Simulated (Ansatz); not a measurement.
# Elastic response of ScH6Br3N2 (P-1) (192 atoms), part 2 of 2

How stiff is ScH6Br3N2 (P-1) (192 atoms), and how do its levels respond to strain?

Ansatz 0.2.0; Kohn-Sham DFT, PBE+D4, PAW (set soft_2), plane waves.

The cell: 16 Sc, 96 H, 48 Br and 32 N. The Brillouin zone is sampled at Γ only.

So far. Step 2 (Single point at the start): The r.m.s. force at the start is 1.3 eV/Å. Step 3 (Cell and atoms relaxed): The relaxation converged after 12 steps, with a largest force component of 0.037 eV/Å.

## Step 4: Single point at the relaxed geometry

The electronic structure is read at the final geometry, in a run of its own.

input.yaml reads:

```yaml
crystal:
  lattice:
    - [14.43418, -0.01544, -0.0669]
    - [-6.92408, 19.01043, 0.07081]
    - [-0.19762, -3.2168, 10.73188]
  atoms:
    - { symbol: Sc, position: [0.08311, 0.39801, 0.19444] }
    - { symbol: Sc, position: [0.41685, 0.10211, 0.80481] }
    - { symbol: Sc, position: [0.16231, 0.11284, 0.30633] }
    - { symbol: Sc, position: [0.33759, 0.38731, 0.69315] }
    - { symbol: H, position: [0.1305, 0.44368, 0.45998] }
    - { symbol: H, position: [0.36919, 0.0571, 0.53928] }
    [... 180 atom lines left out ...]
    - { symbol: "N", position: [0.59692, 0.91306, 0.99997] }
    - { symbol: "N", position: [0.90309, 0.58714, 0.99942] }
    - { symbol: "N", position: [0.81627, 0.69993, 0.35223] }
    - { symbol: "N", position: [0.6837, 0.80022, 0.64719] }
    - { symbol: "N", position: [0.68485, 0.83261, 0.16886] }
    - { symbol: "N", position: [0.81518, 0.66757, 0.83057] }
kpoints:
  mp_grid: { grid: [1, 1, 1] }
hamiltonian:
  xc: pbe
  dispersion: d4
scf:
  occupations: { method: gaussian, width: 0.025 }
output:
  forces: true
  stress: true
  populations: true
  dos:
    method: { smearing: { sigma: 0.15 } }
    de: 0.1
    projected: { site_lists: { Br: [Br], H: [H], "N": ["N"], Sc: [Sc] } }
  eigenvalues: true
  write_density: true
  write_potential: true
  volumetric_format: npy
```

The run is started by

```console
$ ansatz run input.yaml --threads 4 --pin off --max-ram 8192MiB --backend cpu --events-out ev --progress --plain --runs-dir out
```

Numbers of over 12 decimals in the logs are rounded to 6 here.

What it wrote:

```text
[...]
Crystal: 192 atoms, lattice volume = 2945.227 Å³
Basis set: ecut = 420 eV, 57571 PW (Γ), exchange–correlation on 200×288×150 points (8 copies of the dense FFT grid, shifted against one another)
Bands: 576, of which v1, the nominal top of the filled ones, is band 384 counted from 1 (383 counted from 0)
Symmetry: 1 space group operations
[...]
k-points: 1
[...]
SCF iter   1: F=—  HF=-181768.198169 eV  |F-HF|=—  |Δ(HF+E_count)|=         —  Δρ=2.68e-3  dr2=4.27e-1  ethr=1.77e-3  ⟨swp⟩=7.0  Hψ=2810  notcnv=0  defer=28
[...]
SCF iter   9: F=-181768.083035 eV  HF=-181768.083035 eV  |F-HF|=3.09e-8  |Δ(HF+E_count)|=   1.80e-7  Δρ=7.85e-7  dr2=1.99e-8  ethr=1.30e-11  ⟨swp⟩=21.0  Hψ=5362  notcnv=0
SCF 1 converged in 9 iterations: F = -181768.083035 eV  dr2 = 1.99e-8
[...]
SCF converged after 9 iterations
Free energy (F): -181768.083035 eV
[...]
Internal energy: -181768.083035 eV  (E = F + TS)
E sigma→0 (E₀):  -181768.083035 eV
Fermi energy:    3.114303 eV
[...]
--- Forces (eV/Å), atoms counted from 1 ---
  atom   1  Sc    -0.00027341    -0.00259878     0.00502129
  atom   2  Sc     0.00200175     0.00490955     0.00140689
  atom   3  Sc    -0.00744822     0.00717862    -0.00225296
  atom   4  Sc     0.00916148    -0.00447804     0.00545083
  atom   5  H      0.01178040     0.03251785     0.02453841
  atom   6  H     -0.01414222    -0.03688777    -0.02825600
  atom   7  H      0.01793656    -0.02752326     0.00357469
  atom   8  H     -0.02077258     0.03265285    -0.00334769
  atom   9  H     -0.01527396     0.00317938     0.00471454
  atom  10  H      0.01904814    -0.00371925    -0.00508299
  atom  11  H      0.02306353    -0.00226390    -0.00866204
  atom  12  H     -0.00234778    -0.00162880     0.00137631
  atom  13  H     -0.00794209     0.03203322     0.00423252
  atom  14  H      0.00105663     0.00532985    -0.00004515
[...]
atom 191  N      0.00195440     0.00779655    -0.00274254
  atom 192  N     -0.00309056     0.00354213     0.00152892
  max |Σ_I F_I| component: 3.35e-6 eV/Å
--- Stress (GPa, compression-positive) ---
        0.001121       0.002842      -0.001485
        0.002842      -0.011500       0.008218
       -0.001485       0.008218      -0.016312
  P = ⅓ Tr σ = -0.0089 GPa (-0.089 kbar)
--- Band table (eV) ---
[...]
--- Löwdin populations: 192 sites ---
  site symbol       q [e]
     0     Sc      9.9112
     1     Sc      9.9112
     2     Sc     10.1006
[...]
191      N      5.6990
  spilling = 0.006688 (of n_electrons = 768.000000)
```

Elapsed: 49 s, on 4 threads of Intel Xeon Platinum 8488C (Sapphire Rapids), shared host; peak memory 4.5 GiB.

Numbers from this run:

| Quantity | Value |
| --- | --- |
| free energy | -181768.0830 eV |
| free energy per atom | -946.7088 eV/atom |
| SCF cycles | 9 |
| pressure | -0.008897 GPa |
| r.m.s. force component | 0.00903 eV/Å |
| longest force | 0.04857 eV/Å |
| Fermi energy | 3.114 eV |
| gap (highest filled to lowest empty level) | 3.194 eV |
| spilling of the projection | 0.006688 |

Löwdin charges by element and coordination (they lack the spilled electrons, 0.027 e an atom on average):

```csv
element,coordination,atoms,mean charge (e),spread,least,most
Br,all,48,-0.388,0.056,-0.442,-0.286
Br,1,32,-0.424,0.0182,-0.442,-0.394
Br,2,16,-0.315,0.0287,-0.344,-0.286
H,all,96,0.315,0.007,0.304,0.328
N,all,32,-0.700,0.0052,-0.705,-0.692
Sc,all,16,0.994,0.0947,0.899,1.09
```

Density of states as counts of states in windows of 1 eV (from the Fermi level), total and the larger projections:

```csv
from (eV),to (eV),total,Br p,N p,Sc d,H s
-14,-13,0.3,0.0,0.0,0.0,0.0
-13,-9,0.0,0.0,0.0,0.0,0.0
-9,-8,15.9,0.3,10.2,0.2,4.9
-8,-7,112.1,1.3,72.9,0.8,34.9
-7,-6,0.0,0.0,0.0,0.0,0.0
-6,-5,2.4,0.6,1.3,0.1,0.1
-5,-4,57.5,14.7,31.3,4.3,1.4
-4,-3,112.8,81.8,16.3,9.6,0.9
-3,-2,121.9,109.5,4.1,5.8,0.7
-2,-1,57.4,54.4,1.4,1.0,0.2
-1,1,0.0,0.0,0.0,0.0,0.0
1,2,55.4,3.9,0.2,49.0,1.1
2,3,44.3,3.7,0.1,38.5,0.8
3,4,56.8,7.4,2.1,36.7,2.1
4,5,24.2,1.3,1.5,5.2,6.5
```

Between -26 and -14 eV lie 160 more states.

The stored curve holds about 640 of the 768 electrons; the rest, give or take the few that broadening carries across the Fermi level, lie in deeper levels below its range.

The levels nearest the highest filled one (over half full), pooled over k-points and spins:

```csv
level less the highest filled one (eV),occupation
-0.111,2
-0.103,2
-0.0303,2
-0.0205,2
-0.0151,2
0,2
3.19,0
3.23,0
3.25,0
3.25,0
3.34,0
3.34,0
```

Valence density in the ac plane at fractional y = 0.394, with atoms of Sc and H and Br and N within 0.2 Å of it. It is the smooth field of the valence electrons, not physical close to the nuclei.

Ten steps, logarithmic in the rise over the least value, from '0' (0.0 e/Å³) to '9' (6.8 e/Å³), each cell a mean:
```
36777764213565654210246777652124565653101
35655553124553465310246655542134643554211
12222211113565654210122222211124555653100
00000000012345543100000000000013455432100
00000000001233332100000000000011233321000
00000000011246753111000000000011357642110
00000001111379985211100000001112589973111
00000001111479986211100000011112699973111
00000000111257763110000000001111367742110
00000000001123432100000000000001234321100
00000000001345543200000000000012345432100
11111100012456654310011111100013566653210
34454310013564465311344554210024553564212
67787531013565565312567876410023555554213
56888531002345543212467887410012455542112
24676420001122221000235775310001223221001
12344210001100000000123443210011000000000
13566311111100000000124665211111000000001
26899632221100000011147998522221000000011
26999732221100000011248998522221000000111
14787421111000000001125786311111000000011
12343211000000000000012443210000000000000
12455421001122211000023555310001122210000
24677642112345542100135777531112445432100
```
Columns run along a (14.4 Å), rows up along c (11.2 Å). Atoms in or near the plane, at fractional coordinates: Sc at (0.08, 0.19), Sc at (0.34, 0.69), H at (0.01, 0.42), H at (0.15, 0.96), H at (0.03, 0.94), Br at (0.33, 0.46), Br at (0.33, 0.93), N at (0.08, 0.40), Sc at (0.58, 0.19), Sc at (0.84, 0.69), H at (0.51, 0.43), H at (0.65, 0.96), H at (0.53, 0.94), Br at (0.83, 0.46) and more.

Electrostatic potential energy in the ac plane at fractional y = 0.394, with atoms of Sc and H and Br and N within 0.2 Å of it. With pseudopotentials it is smooth inside the atoms' cores, unlike the true potential.

Ten even steps from '0' (-64 eV) to '9' (8 eV), each cell a mean:
```
86533547999730148999975435458999510279999
85678768999500027999975788669998200059999
99999999999730158999999999999998510279999
99999999999987789999999999999999877899999
99999999999998889999999999999999988899999
99999999999876568999999999999999865578999
99999999999751026899999999999998620147999
99999999999740026899999999999998620047999
99999999999875468999999999999999764578999
99999999999988889999999999999999988889999
99999999999998889999999999999999988899999
99999999999852148999999999999999731269999
88888999999710016999889889999999400038999
34424899999830037999535226999999510159998
76202799999986689999875015999999876789999
99757999999999999999998668999999999999999
99988999999999999999999889999999999999999
98666789999999999999987667899999999999999
86201589999999999999974103789999999999999
85100579999999999999873002689999999999999
87545789999999999999986446899999999999999
99888999999999999999998888999999999999999
99988999999999999999999888999999999999999
99634799999987799999998535899999987899999
```
Columns run along a (14.4 Å; values clipped at the 3rd and 97th percentile), rows up along c (11.2 Å). Atoms in or near the plane, at fractional coordinates: Sc at (0.08, 0.19), Sc at (0.34, 0.69), H at (0.01, 0.42), H at (0.15, 0.96), H at (0.03, 0.94), Br at (0.33, 0.46), Br at (0.33, 0.93), N at (0.08, 0.40), Sc at (0.58, 0.19), Sc at (0.84, 0.69), H at (0.51, 0.43), H at (0.65, 0.96), H at (0.53, 0.94), Br at (0.83, 0.46) and more.

The highest filled and lowest empty levels differ by 3.19 eV at Γ alone; the mesh holds the band edges only if they fold onto it, so the gap at this level can be narrower or closed, while semilocal functionals tend to narrow gaps against experiment. Mean Löwdin charges: Br -0.39, H +0.32, N -0.70, Sc +0.99 e (they miss 0.67 % of the electrons, so they add up to more than the cell's charge). The largest share in the top eV of filled states is Br p (93 % of the projected weight), and in the lowest eV of empty states Sc d (90 % of the projected weight).

## Step 5: Volume -3 %

The relaxed cell is scaled evenly and the atoms are relaxed again; the stress at the end gives one point of P(V).

input.yaml, the sections that differ from step 4:

```yaml
crystal:
  lattice:
    - [14.28837, -0.01528, -0.06622]
    - [-6.85414, 18.81839, 0.07009]
    - [-0.19562, -3.1843, 10.62347]
  atoms:
    [... the 192 atom lines of step 4 ...]
output:
  forces: true
  eigenvalues: true
  stress: true
relax:
  f_tol: 0.05
  max_steps: 70
# kpoints, hamiltonian, scf: as in step 4
```

What it wrote:

```text
Warning: output.stress: scf.convergence.dr2_threshold = 1e-7 eV (the SCF's general default) is looser than the 1.08e-8 eV advised for a printed stress (1e-10 eV for each atom of the cell: 192, of which 108 are counted). What an SCF threshold leaves in a stress goes as its square root, and in the free energy as the threshold itself, and one threshold admits the most on a small cell: [...]
[...]
Crystal: 192 atoms, lattice volume = 2856.870 Å³
Basis set: ecut = 420 eV, 55851 PW (Γ), exchange–correlation on 192×270×150 points (8 copies of the dense FFT grid, shifted against one another)
Bands: 576, of which v1, the nominal top of the filled ones, is band 384 counted from 1 (383 counted from 0)
Symmetry: 1 space group operations
[...]
k-points: 1
[...]
SCF iter   1: F=—  HF=-181767.707173 eV  |F-HF|=—  |Δ(HF+E_count)|=         —  Δρ=2.74e-3  dr2=4.21e-1  ethr=1.77e-3  ⟨swp⟩=6.0  Hψ=2631  notcnv=0  defer=79
[...]
SCF iter   5: F=—  HF=-181767.587035 eV  |F-HF|=—  |Δ(HF+E_count)|=   2.24e-4  Δρ=7.28e-5  dr2=2.88e-4  ethr=1.22e-7  ⟨swp⟩=2.0  Hψ=786  notcnv=0  defer=174
SCF iter   6: F=-181767.587014 eV  HF=-181767.587015 eV  |F-HF|=1.17e-6  |Δ(HF+E_count)|=   2.00e-5  Δρ=2.17e-5  dr2=1.91e-5  ethr=8.14e-9  ⟨swp⟩=15.0  Hψ=3790  notcnv=0
SCF 1 converged in 6 iterations: F = -181767.587014 eV  dr2 = 1.91e-5
[...]
relax step   1: F+E_penalty+E_count = -181767.58701422 eV  Δ(F+E_penalty+E_count) = +0.000e0 eV  max|allowed force component| = 4.458e-1 eV/Å  Δτ_max = 0.0000 Å  (6 SCF iters, dr2 threshold 6.25e-5 eV, accepted)
[...]
relax step   2: F+E_penalty+E_count = -181767.82070071 eV  Δ(F+E_penalty+E_count) = -2.337e-1 eV  max|allowed force component| = 2.935e-1 eV/Å  Δτ_max = 0.0726 Å  (7 SCF iters, dr2 threshold 1.24e-5 eV, accepted)
[...]
relax step   3: F+E_penalty+E_count = -181767.97759086 eV  Δ(F+E_penalty+E_count) = -1.569e-1 eV  max|allowed force component| = 1.163e-2 eV/Å  Δτ_max = 0.0494 Å  (7 SCF iters, dr2 threshold 5.38e-6 eV, accepted)
[...]
relax step   4: F+E_penalty+E_count = -181767.97759099 eV  Δ(F+E_penalty+E_count) = -1.281e-7 eV  max|allowed force component| = 1.164e-2 eV/Å  Δτ_max = 0.0000 Å  (3 SCF iters, accepted)
SCF converged after 3 iterations
Free energy (F): -181767.977591 eV
[...]
Internal energy: -181767.977591 eV  (E = F + TS)
E sigma→0 (E₀):  -181767.977591 eV
Fermi energy:    3.356129 eV
[...]
Σ components = -181767.977591   (vs F -181767.977591, Δ=0.00e0)
--- Forces (eV/Å), atoms counted from 1 ---
  atom   1  Sc    -0.00149660    -0.00113044     0.00250161
  atom   2  Sc     0.00151475     0.00065617    -0.00241409
  atom   3  Sc    -0.00669452    -0.00246833     0.00036787
  atom   4  Sc     0.00672468     0.00228172    -0.00070021
[...]
atom 192  N     -0.00074741    -0.00504509     0.00607810
  max |Σ_I F_I| component: 7.04e-6 eV/Å
--- Stress (GPa, compression-positive) ---
        0.493270       0.027980      -0.003640
        0.027980       0.384697      -0.000529
       -0.003640      -0.000529       0.443214
  P = ⅓ Tr σ = 0.4404 GPa (4.404 kbar)
--- Band table (eV) ---
[...]
--- Relaxed structure (4 steps of the walk, 4 accepted, 0 SCFs on fresh bases) ---
  F+E_penalty+E_count = -181767.97759099 eV   max|allowed force component| = 1.164e-2 eV/Å
  atoms:
    - { symbol: Sc, position: [0.083562, 0.396587, 0.193366] }
    - { symbol: Sc, position: [0.416391, 0.103580, 0.806011] }
    - { symbol: Sc, position: [0.161101, 0.112361, 0.305859] }
    - { symbol: Sc, position: [0.338866, 0.387824, 0.693630] }
[...]
- { symbol: N, position: [0.814160, 0.669539, 0.831278] }
```

Elapsed: 2.2 min, on 4 threads; peak memory 4.3 GiB; 8.6 min of CPU time.

The program notes that the SCF threshold is loose for the stress.

The relaxation converged after 4 steps, 0.391 eV below its start, with a largest force component of 0.012 eV/Å.

Volume -3 %: the energy stands 0.105 eV above that of the reference, at a pressure of 0.440 GPa.

## Step 6: Volume +3 %

The relaxed cell is scaled to another volume.

Input and log are left out; they have the form of those shown for this kind of step.

It took 2.3 min on 4 threads of Intel Xeon Platinum 8488C (Sapphire Rapids), shared host; peak memory 4.6 GiB; 9 min of CPU time.

The relaxation converged after 4 steps, 0.342 eV below its start, with a largest force component of 0.012 eV/Å.

Volume +3 %: the energy stands 0.119 eV above that of the reference, at a pressure of -0.374 GPa.

## Step 7: Volume -6 %

The relaxed cell is scaled to another volume.

Input and log are left out; they have the form of those shown for this kind of step.

Wall time 2.1 min (4 threads of Intel Xeon Platinum 8488C (Sapphire Rapids), shared host); peak memory 4.2 GiB.

The relaxation converged after 4 steps, 1.59 eV below its start, with a largest force component of 0.043 eV/Å.

Volume -6 %: the energy stands 0.508 eV above that of the reference, at a pressure of 1.06 GPa.

## Step 8: Volume +6 %

The relaxed cell is scaled to another volume.

Input and log are left out; they have the form of those shown for this kind of step.

The job ended after 2.3 min (4 threads of Intel Xeon Platinum 8488C (Sapphire Rapids), shared host; peak memory 4.7 GiB; 8.8 min of CPU time).

The relaxation converged after 4 steps, 1.33 eV below its start, with a largest force component of 0.028 eV/Å.

Volume +6 %: the energy stands 0.421 eV above that of the reference, at a pressure of -0.608 GPa.

## Step 9: Volume -10 %

The relaxed cell is scaled to another volume.

Input and log are left out; they have the form of those shown for this kind of step.

It took 3.9 min on 4 threads of Intel Xeon Platinum 8488C (Sapphire Rapids), shared host; peak memory 4.1 GiB; 15 min of CPU time.

The relaxation converged after 7 steps, 4.66 eV below its start, with a largest force component of 0.028 eV/Å.

Volume -10 %: the energy stands 1.61 eV above that of the reference, at a pressure of 2.01 GPa.

## Step 10: Stretched by 1 % along x

The relaxed cell is strained along x alone, which gives the stiffness along x and its coupling to y and z.

input.yaml, the sections that differ from step 5:

```yaml
crystal:
  lattice:
    - [14.57852, -0.01544, -0.0669]
    - [-6.99332, 19.01043, 0.07081]
    - [-0.1996, -3.2168, 10.73188]
  atoms:
    [... the 192 atom lines of step 4 ...]
# kpoints, hamiltonian, scf, output, relax: as in step 5
```

What it wrote:

```text
[...]
Crystal: 192 atoms, lattice volume = 2974.679 Å³
Basis set: ecut = 420 eV, 58191 PW (Γ), exchange–correlation on 200×288×150 points (8 copies of the dense FFT grid, shifted against one another)
Bands: 576, of which v1, the nominal top of the filled ones, is band 384 counted from 1 (383 counted from 0)
Symmetry: 1 space group operations
[...]
k-points: 1
[...]
SCF iter   1: F=—  HF=-181768.092561 eV  |F-HF|=—  |Δ(HF+E_count)|=         —  Δρ=2.65e-3  dr2=4.25e-1  ethr=1.77e-3  ⟨swp⟩=6.0  Hψ=2578  notcnv=0  defer=77
[...]
SCF iter   5: F=—  HF=-181767.980314 eV  |F-HF|=—  |Δ(HF+E_count)|=   2.30e-4  Δρ=7.90e-5  dr2=3.42e-4  ethr=1.39e-7  ⟨swp⟩=2.0  Hψ=784  notcnv=0  defer=168
SCF iter   6: F=-181767.980300 eV  HF=-181767.980301 eV  |F-HF|=8.78e-7  |Δ(HF+E_count)|=   1.36e-5  Δρ=2.28e-5  dr2=2.20e-5  ethr=8.14e-9  ⟨swp⟩=16.0  Hψ=4035  notcnv=0
SCF 1 converged in 6 iterations: F = -181767.980300 eV  dr2 = 2.20e-5
[...]
relax step   1: F+E_penalty+E_count = -181767.98029999 eV  Δ(F+E_penalty+E_count) = +0.000e0 eV  max|allowed force component| = 3.512e-1 eV/Å  Δτ_max = 0.0000 Å  (6 SCF iters, dr2 threshold 6.25e-5 eV, accepted)
[...]
relax step   2: F+E_penalty+E_count = -181768.02064220 eV  Δ(F+E_penalty+E_count) = -4.034e-2 eV  max|allowed force component| = 1.480e-1 eV/Å  Δτ_max = 0.0461 Å  (6 SCF iters, dr2 threshold 7.71e-6 eV, accepted)
[...]
relax step   3: F+E_penalty+E_count = -181768.05912000 eV  Δ(F+E_penalty+E_count) = -3.848e-2 eV  max|allowed force component| = 5.316e-3 eV/Å  Δτ_max = 0.0288 Å  (8 SCF iters, accepted)
SCF converged after 8 iterations
Free energy (F): -181768.059120 eV
[...]
Internal energy: -181768.059120 eV  (E = F + TS)
E sigma→0 (E₀):  -181768.059120 eV
Fermi energy:    3.035540 eV
[...]
Σ components = -181768.059120   (vs F -181768.059120, Δ=0.00e0)
--- Forces (eV/Å), atoms counted from 1 ---
  atom   1  Sc     0.00355476     0.00032983    -0.00279050
  atom   2  Sc    -0.00341159    -0.00071262     0.00285711
  atom   3  Sc     0.00264910     0.00049567    -0.00268119
  atom   4  Sc    -0.00270019    -0.00068281     0.00241715
[...]
atom 192  N      0.00001635     0.00304742     0.00063115
  max |Σ_I F_I| component: 9.61e-6 eV/Å
--- Stress (GPa, compression-positive) ---
       -0.277723       0.011898       0.012857
        0.011898      -0.104721       0.006923
        0.012857       0.006923      -0.126859
  P = ⅓ Tr σ = -0.1698 GPa (-1.698 kbar)
--- Band table (eV) ---
[...]
--- Relaxed structure (3 steps of the walk, 3 accepted, 0 SCFs on fresh bases) ---
  F+E_penalty+E_count = -181768.05912000 eV   max|allowed force component| = 5.316e-3 eV/Å
  atoms:
    - { symbol: Sc, position: [0.083012, 0.398131, 0.194711] }
    - { symbol: Sc, position: [0.416948, 0.102039, 0.804655] }
    - { symbol: Sc, position: [0.162831, 0.113126, 0.306168] }
    - { symbol: Sc, position: [0.337127, 0.387048, 0.693315] }
[...]
- { symbol: N, position: [0.816558, 0.667561, 0.830265] }
```

Elapsed: 2 min, on 4 threads; peak memory 4.5 GiB; 7.6 min of CPU time.

The relaxation converged after 3 steps, 0.0788 eV below its start, with a largest force component of 0.0053 eV/Å.

Stretched by 1 % along x: the energy stands 0.0239 eV above that of the reference, at a pressure of -0.170 GPa.

## Step 11: Pressure against volume

Atoms are relaxed at each volume, in the scaled cell.

```csv
volume change (%),volume (Å³/atom),energy change (meV/atom),pressure (GPa),largest move on relaxing (Å),bonds,gap (eV)
-10,13.806,8.38,2.01,0.19,192,3.19
-6,14.419,2.65,1.06,0.12,192,3.21
-3,14.880,0.55,0.44,0.06,192,3.20
+0,15.340,0.00,-0.01,-,192,3.19
+3,15.800,0.62,-0.37,0.06,192,3.19
+6,16.260,2.19,-0.61,0.11,192,3.19
```

## Step 12: Uniaxial strain and shear

Stress (GPa, compression positive) less that of the relaxed cell, atoms relaxed:

```csv
strain,xx,yy,zz,xy,energy change (meV/atom)
stretched by 1 % along x,-0.279,-0.093,-0.111,0.009,0.12
```

## Step 13: Outcome

The bulk modulus, from the slope of pressure against ln V over the three points nearest the relaxed volume, is 13.6 GPa; a quadratic over all points gives a pressure derivative of about 8.0. The gap stays within 0.02 eV of 3.20 eV.

**Limits.** Strains are finite and relaxations stop at the force tolerance of the input, which can leave moduli too stiff; they are those of a static cell at zero temperature. Volumes are changed with the cell's shape held, so in an anisotropic solid the modulus lies over the one under free hydrostatic load. The program notes that the SCF threshold of the relaxations is loose for the stress. Forces of over 1 eV/Å at the start, largest on N, show that the listed positions lie far from a minimum at this level.

The DFT runs together took 22 min of wall time.

[Logs are printed without paths, hosts, clocks, repeated set-up lines and the standing remarks that a program may print on its own settings, such as how far it seeks lower states.]

[Hosts, paths, dates, database ids (printed as entryN), source tags and the programs' standing remarks are cut or masked in the printed files.]
